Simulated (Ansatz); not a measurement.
Task: a breakdown of dispersion, smearing and cutoff terms of Ca, space group Pm-3m, with the Ansatz DFT code, driven from Python. Give the script and its output. Use (first run): revPBE, PAW, cutoff 380 eV, 9×9×9 k-points, Gaussian smearing of 0.2 eV, D4 dispersion.

```yaml
crystal:
  lattice:
    - [2.61500, 0.00000, 0.00000]
    - [0.00000, 2.61500, 0.00000]
    - [0.00000, 0.00000, 2.61500]
  atoms:
    - { symbol: Ca, position: [0.00000, 0.00000, 0.00000] }
```

`run_terms.py`
```python
# -*- coding: utf-8 -*-
import ansatz
from pymatgen.core import Lattice, Structure
from pymatgen.io.ase import AseAtomsAdaptor

pmg_structure = Structure(
    Lattice([[2.615, 0.0, 0.0], [0.0, 2.615, 0.0], [0.0, 0.0, 2.615]]),
    ['Ca'],
    [
        [0.0, 0.0, 0.0],
    ],
)
system = ansatz.Crystal.from_ase(AseAtomsAdaptor.get_atoms(pmg_structure))

base = (
    system.calculation()
    .kpoints(9, center='gamma')
    .occupations(ansatz.OccupationsMethod.GAUSSIAN, width=0.2)
)
with_term = base.functional('revpbe', dispersion='d4').basis(380).cutoff_correction(630).run(threads=1, backend='cpu').report
without = base.functional('revpbe').basis(380).run(threads=1, backend='cpu').report
finer = base.functional('revpbe').basis(630).run(threads=1, backend='cpu').report
removed = ansatz.free_energy_without(with_term, ansatz.EnergyTerm.DISPERSION)
print(f'dispersion term            {with_term["components"]["e_disp"]:.5f} eV')
print(f'F less dispersion          {removed:.5f} eV, run without it {without["free_energy_ev"]:.5f} eV')
print(f'F less smearing term       {ansatz.free_energy_without(without, ansatz.EnergyTerm.SMEARING):.5f} eV')
print(f'estimated gain to 630 eV   {with_term["cutoff_correction"]["energy_ev"]:.5f} eV, found {finer["free_energy_ev"] - without["free_energy_ev"]:.5f} eV')
```

```console
$ python run_terms.py
DeckWarning: basis.ecutwfc = 380 eV is below the records' recommended 420 eV, and the density's cutoff is lower with it unless basis.ecutrho_ratio is high enough to keep the records' density cutoff: compare with a run at a higher cutoff
dispersion term            -0.25837 eV
F less dispersion          -1817.66942 eV, run without it -1817.66942 eV
F less smearing term       -1817.66122 eV
estimated gain to 630 eV   -0.00064 eV, found -0.00048 eV
```
(Warnings from the package without file and line.)

Notes:
- These settings explore the input space; cutoff and mesh may be short of convergence.
- The cutoff lies under the one recommended for these potentials in some of the runs.
- Dispersion corrections can be off by several per cent in the lattices of metals, and by several GPa in the pressure at a fixed cell.
- The mesh is modest for a metal, so energies can be off by several to tens of meV an atom and pressures by half a GPa or more; differences at equal mesh fare better.
- This isn't the structure that Ca takes at ambient conditions.
- Run time: 2.1 s on 1 thread of Arm Neoverse V2, with other jobs on the host, peak memory 0.37 GiB.
